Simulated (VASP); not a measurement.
# P (Pm-3m) in VASP: a series of runs

Runs on P. Level: PBE+D3(BJ). Tasks: single point.

Program: VASP 6.6.1. These are calculated values, not measurements. Logs are shortened: lines on timing, memory, paths and dates and some standing lists are left out, and cuts for length are marked.

## Step 1: Starting point

It takes space group Pm-3m (No. 221, cubic). The conventional cell has a = 2.559 Å, b = 2.559 Å, c = 2.559 Å, α = 90.00°, β = 90.00°, γ = 90.00°. P (site symmetry m-3m) is surrounded by 6 P at 2.56 Å.

The cell was built by a generator and needn't be a form met in nature.

## Step 2: Single point, PBE+D3(BJ)

Contents of INCAR:

```
SYSTEM = P
ALGO = Normal
EDIFF = 1E-6
ENCUT = 520
GGA = PE
ISIF = 2
ISMEAR = 0
IVDW = 12
LASPH = .TRUE.
LCHARG = .FALSE.
LREAL = .FALSE.
LWAVE = .FALSE.
NBANDS = 8
NELM = 100
PREC = Accurate
SIGMA = 0.05
```

Contents of KPOINTS:

```
k-points
0
G
  18 18 18
  0 0 0
```

Contents of POSCAR:

```
P
1.0
    2.5585688000      0.0000000000      0.0000000000
    0.0000000000      2.5585688000      0.0000000000
    0.0000000000      0.0000000000      2.5585688000
P
1
Direct
    0.0000000000      0.0000000000      0.0000000000
```

Potentials or basis: VASP PAW PBE potentials, release 64 (P).

Run with:

```sh
cat potpaw_PBE.64/P/POTCAR > POTCAR
mpirun -np 1 vasp_std > vasp.out
```

OUTCAR:

```text
SYSTEM = P
   EDIFF = 1E-6
   ENCUT = 520
   GGA = PE
   ISIF = 2
   ISMEAR = 0
   IVDW = 12
   LASPH = .TRUE.
   LREAL = .FALSE.
   NELM = 100
   PREC = Accurate
 IVDW          = 12

 ion  position               nearest neighbor table
   1  0.000  0.000  0.000-

  LATTYP: Found a simple cubic cell.
 ALAT       =     2.5585688000

  Lattice vectors:

 A1 = (   2.5585688000,   0.0000000000,   0.0000000000)
 A2 = (   0.0000000000,   2.5585688000,   0.0000000000)
 A3 = (   0.0000000000,   0.0000000000,   2.5585688000)

Analysis of symmetry for initial positions (statically):
=====================================================================
 Subroutine PRICEL returns:
 Original cell was already a primitive cell.

 Routine SETGRP: Setting up the symmetry group for a
 simple cubic supercell.

 Subroutine GETGRP returns: Found 48 space group operations
 (whereof 48 operations were pure point group operations)
 out of a pool of 48 trial point group operations.

The static configuration has the point symmetry O_h .

Analysis of symmetry for dynamics (positions and initial velocities):
=====================================================================
 Subroutine PRICEL returns:
 Original cell was already a primitive cell.

 Routine SETGRP: Setting up the symmetry group for a
 simple cubic supercell.

 Subroutine GETGRP returns: Found 48 space group operations
 (whereof 48 operations were pure point group operations)
 out of a pool of 48 trial point group operations.

The dynamic configuration has the point symmetry O_h .

 Subroutine INISYM returns: Found 48 space group operations
 (whereof 48 operations are pure point group operations),
 and found     1 'primitive' translations

----------------------------------------------------------------------------------------

                                     Primitive cell

  volume of cell :      16.7491

  direct lattice vectors                    reciprocal lattice vectors
     2.558568800  0.000000000  0.000000000     0.390843506  0.000000000  0.000000000
     0.000000000  2.558568800  0.000000000     0.000000000  0.390843506  0.000000000
     0.000000000  0.000000000  2.558568800     0.000000000  0.000000000  0.390843506

  length of vectors
     2.558568800  2.558568800  2.558568800     0.390843506  0.390843506  0.390843506

  position of ions in fractional coordinates (direct lattice)
     0.000000000  0.000000000  0.000000000

  ion indices of the primitive-cell ions
   primitive index   ion index
                 1           1

----------------------------------------------------------------------------------------

 KPOINTS: k-points

Automatic generation of k-mesh.
 Grid dimensions read from file:
 generate k-points for:   18   18   18

 Generating k-lattice:

  Cartesian coordinates                     Fractional coordinates (reciprocal lattice)
     0.021713528  0.000000000  0.000000000     0.055555556  0.000000000  0.000000000
     0.000000000  0.021713528  0.000000000     0.000000000  0.055555556  0.000000000
     0.000000000  0.000000000  0.021713528     0.000000000  0.000000000  0.055555556

  Length of vectors
     0.021713528  0.021713528  0.021713528

  Shift w.r.t. Gamma in fractional coordinates (k-lattice)
     0.000000000  0.000000000  0.000000000

 Subroutine IBZKPT returns following result:
 ===========================================

 Found    220 irreducible k-points:

 Following reciprocal coordinates:
            Coordinates               Weight
  0.000000  0.000000  0.000000      1.000000
  0.055556  0.000000  0.000000      6.000000
  0.111111  0.000000  0.000000      6.000000
  0.166667  0.000000  0.000000      6.000000
  0.222222  0.000000  0.000000      6.000000
  0.277778  0.000000  0.000000      6.000000
[... 16 lines left out ...]
  0.277778  0.111111  0.000000     24.000000
  0.333333  0.111111  0.000000     24.000000
 [... further k-points ...]
   k-points           NKPTS =    220   k-points in BZ     NKDIM =    220   number of bands    NBANDS=      8
   number of dos      NEDOS =    301   number of ions     NIONS =      1
   total plane-waves  NPLWV =   8000
   dimension x,y,z NGX =    20 NGY =   20 NGZ =   20
   dimension x,y,z NGXF=    40 NGYF=   40 NGZF=   40
   ions per type =               1
   NGX,Y,Z   is equivalent  to a cutoff of  13.00, 13.00, 13.00 a.u.
   NGXF,Y,Z  is equivalent  to a cutoff of  25.99, 25.99, 25.99 a.u.
 SYSTEM =  P
   PREC   = accura    normal or accurate (medium, high low for compatibility)
   ISTART =      0    job   : 0-new  1-cont  2-samecut
   ICHARG =      2    charge: 1-file 2-atom 10-const
   ISPIN  =      1    spin polarized calculation?
   LNONCOLLINEAR =      F non collinear calculations
   LSORBIT =      F    spin-orbit coupling
   LASPH  =      T    aspherical Exc in radial PAW
   ENCUT  =  520.0 eV  38.22 Ry    6.18 a.u.   4.76  4.76  4.76*2*pi/ulx,y,z
   NELM   =    100;   NELMIN=  2; NELMDL= -5     # of ELM steps
   EDIFF  = 0.1E-05   stopping-criterion for ELM
   LREAL  =      F    real-space projection
   EDIFFG = 0.1E-04   stopping-criterion for IOM
   NSW    =      0    number of steps for IOM
   IBRION =     -1    ionic relax: 0-MD 1-quasi-New 2-CG
   NFREE  =      0    steps in history (QN), initial steepest desc. (CG)
   ISIF   =      2    stress and relaxation
   ISYM   =      2    0-nonsym 1-usesym 2-fastsym
   POTIM  = 0.5000    time-step for ionic-motion
   TEBEG  =    0.0;   TEEND  =   0.0 temperature during run
   PSTRESS=    0.0 pullay stress
   NELECT =       5.0000    total number of electrons
   NUPDOWN=      -1.0000    fix difference up-down
   EMIN   =  10.00;   EMAX   =-10.00  energy-range for DOS
   EFERMI =   0.00;   METHOD = LEGACY
   ISMEAR =     0;   SIGMA  =   0.05  broadening in eV -4-tet -1-fermi 0-gaus
   EFERMI_NEDOS =   21; number of points for ismear=-14 and -15
   IALGO  =     38    algorithm
   IMIX   =      4    mixing-type and parameters
     AMIX     =   0.40;   BMIX     =  1.00
     AMIX_MAG =   1.60;   BMIX_MAG =  1.00
  volume/ion in A,a.u.               =      16.75       113.03
  Fermi-wavevector in a.u.,A,eV,Ry     =   1.094127  2.067600 16.287723  1.197114
  Thomas-Fermi vector in A             =   2.230426
   LORBIT       =      0    0 simple, 1 ext, 2 COOP (PROOUT), +10 PAW based schemes
   GGA     = PE    functional components
   LHFCALC =     F    Hartree Fock is set to
   AEXX    =    0.0000 exact exchange contribution
   IVDW    =    12    specifies the selected vdW correction
   LEPSILON=     F    determine dielectric tensor
   LRPA    =     F    only Hartree local field effects (RPA)
 non-spin polarized calculation
 Gauss-broadening in eV      SIGMA  =   0.05
  energy-cutoff  :      520.00
  volume of cell :       16.75
 maximum number of plane-waves:       468
 NGX is ok and might be reduce to    20
   NGX =  9   NGY =  9   NGZ =  9

 number of electron       5.0000000 magnetization

 Free energy of the ion-electron system (eV)
  ---------------------------------------------------
  ext. energy  EPLUGINS =         0.00000000
  ---------------------------------------------------
  free energy    TOTEN  =        -5.18217969 eV

  energy without entropy =       -5.18113469  energy(sigma->0) =       -5.18165719

 E-fermi :   7.6675     XC(G=0): -10.6662

 val. band max:        7.6651147633   @ k =   0.2778   0.2222   0.1667
 cond. band min:       7.6837781591   @ k =   0.1667   0.0556   0.0556
 fundamental gap:      0.0186633958
 Fermi energy:         7.6674637122

 k-point     1 :       0.0000    0.0000    0.0000
  band No.  band energies     occupation
      1      -7.3958      2.00000
      2      12.0525      0.00000
      3      12.0525      0.00000
      4      12.0525      0.00000
      5      14.7423      0.00000
      6      14.7423      0.00000
      7      20.4418      0.00000
      8      30.4300      0.00000

 k-point     2 :       0.0556    0.0000    0.0000
  band No.  band energies     occupation
      1      -7.3332      2.00000
      2      11.0559      0.00000
      3      12.1003      0.00000
      4      12.1003      0.00000
      5      14.7928      0.00000
      6      15.6575      0.00000
      7      20.6679      0.00000
      8      29.9308      0.00000

 k-point     3 :       0.1111    0.0000    0.0000
  band No.  band energies     occupation
      1      -7.1462      2.00000
      2       9.3542      0.00000
      3      12.2421      0.00000
      4      12.2421      0.00000
      5      14.9420      0.00000
      6      17.0494      0.00000
      7      21.3997      0.00000
      8      28.7541      0.00000

 k-point     4 :       0.1667    0.0000    0.0000
  band No.  band energies     occupation
      1      -6.8373      2.00000
      2       7.5942      1.96178
      3      12.4728      0.00000
      4      12.4728      0.00000
      5      15.1833      0.00000
      6      18.1942      0.00000
      7      22.6680      0.00000
      8      27.3355      0.00000

 k-point     5 :       0.2222    0.0000    0.0000
  band No.  band energies     occupation
      1      -6.4117      2.00000
      2       5.8929      2.00000
      3      12.7824      0.00000
      4      12.7824      0.00000
      5      15.5036      0.00000
      6      19.0920      0.00000
      7      24.2300      0.00000
      8      25.8990      0.00000
[... 177 lines left out ...]
 k-point    22 :       0.2222    0.1111    0.0000
  band No.  band energies     occupation
      1      -6.1624      2.00000
      2       6.0911      2.00000
      3      10.2579      0.00000
      4      12.9687      0.00000
      5      17.0076      0.00000
      6      20.5143      0.00000
      7      23.0073      0.00000
      8      25.5388      0.00000

 k-point    23 :       0.2778    0.1111    0.0000
  band No.  band energies     occupation
      1      -5.6304      2.00000
      2       4.5087      2.00000
      3      10.6591      0.00000
      4      13.3374      0.00000
      5      17.4327      0.00000
      6      20.7977      0.00000
      7      22.5656      0.00000
      8      24.7336      0.00000

 k-point    24 :       0.3333    0.1111    0.0000
  band No.  band energies     occupation
      1      -5.0119      2.00000
      2       3.0591      2.00000
      3      11.1062      0.00000
      4      13.7363      0.00000
      5      17.8729      0.00000
      6      20.2285      0.00000
      7      22.7454      0.00000
      8      23.5564      0.00000

 [... further k-points ...]

------------------------ aborting loop because EDIFF is reached ----------------------------------------

 Edisp (eV)   -0.42120

 E8    (eV) :    -0.1596

  FORCE on cell =-STRESS in cart. coord.  units (eV):
  Direction    XX          YY          ZZ          XY          YZ          ZX
  --------------------------------------------------------------------------------------
  -------------------------------------------------------------------------------------
  Total      -1.50669    -1.50669    -1.50669    -0.00000    -0.00000     0.00000
  in kB    -144.12629  -144.12629  -144.12629    -0.00000    -0.00000     0.00000
  external pressure =     -144.13 kB  Pullay stress =        0.00 kB

 VOLUME and BASIS-vectors are now :
 -----------------------------------------------------------------------------
  energy-cutoff  :      520.00
  volume of cell :       16.75
      direct lattice vectors                 reciprocal lattice vectors
     2.558568800  0.000000000  0.000000000     0.390843506  0.000000000  0.000000000
     0.000000000  2.558568800  0.000000000     0.000000000  0.390843506  0.000000000
     0.000000000  0.000000000  2.558568800     0.000000000  0.000000000  0.390843506

 POSITION                                       TOTAL-FORCE (eV/Angst)
 -----------------------------------------------------------------------------------
      0.00000      0.00000      0.00000         0.000000      0.000000      0.000000
 -----------------------------------------------------------------------------------
    total drift:                               -0.000000     -0.000000      0.000000

  FREE ENERGIE OF THE ION-ELECTRON SYSTEM (eV)
  ---------------------------------------------------
  free  energy   TOTEN  =        -5.6033793656 eV

  energy  without entropy=       -5.6023343664  energy(sigma->0) =       -5.60285687
```

It took 11 s on 1 thread of Intel Xeon 6975P-C (Granite Rapids), shared host; peak memory 0.14 GiB.

Results:

| Quantity | Value |
| --- | --- |
| Free energy | -5.6034 eV |
| Pressure | -14.4 GPa |
| Band gap on the k mesh | none (metal or under the smearing width) |
| Dispersion energy per atom | -0.421 eV |

Caveat: pairwise dispersion overbinds metals, which lowers pressure and volume.

## Step 3: Single point, PBE+D3(BJ)

This run uses another cell than the first one, of 13.40 Å³/atom, 0.800 times its volume.

Contents of INCAR:

```
SYSTEM = P
  PREC = Accurate
  ENCUT = 520
  EDIFF = 1E-7
  ISMEAR = 0
  SIGMA = 0.05
  LREAL = .False.
  LASPH = .True.
  NELM = 100
  ALGO = Normal
  ISIF = 2
  LWAVE = .False.
  LCHARG = .False.
  GGA = PE
  IVDW = 12
  NBANDS = 8
```

Contents of KPOINTS:

```
regular mesh
0
Gamma
  18 18 18
  0 0 0
```

Contents of POSCAR:

```
P
1.0
    2.3752400909      0.0000000000      0.0000000000
    0.0000000000      2.3752400909      0.0000000000
    0.0000000000      0.0000000000      2.3752400909
P
1
Direct
    0.0000000000      0.0000000000      0.0000000000
```

Potentials or basis: VASP PAW PBE potentials, release 64 (P).

Run with:

```sh
cat potpaw_PBE.64/P/POTCAR > POTCAR
mpirun -np 1 vasp_std > vasp.out
```

Run time: 7.5 s. Hardware: 1 thread of Intel Xeon 6975P-C (Granite Rapids), shared host; peak memory 0.14 GiB.

The run converged. Its results:

```yaml
Free_energy: -5.7522 eV
Pressure: 5.1 GPa
Band_gap_on_the_k_mesh: none (metal or under the smearing width)
Dispersion_energy_per_atom: -0.527 eV
```

Levels at points of the mesh, in eV from the Fermi level:
| k point | band 1 | band 2 | band 3 | band 4 | band 5 | band 6 |
| --- | --- | --- | --- | --- | --- | --- |
| (0.00, 0.00, 0.00) | -17.28 | 5.59 | 5.59 | 5.59 | 6.78 | 6.78 |
| (0.50, 0.00, 0.00) | -12.51 | -9.31 | 8.78 | 8.78 | 9.53 | 14.82 |
| (0.50, 0.50, 0.00) | -7.29 | -5.59 | -5.59 | 0.57 | 11.76 | 17.54 |
| (0.50, 0.50, 0.50) | -2.18 | -2.18 | -2.18 | -0.55 | 4.50 | 4.50 |

Caveat: pairwise dispersion overbinds metals, which lowers pressure and volume.
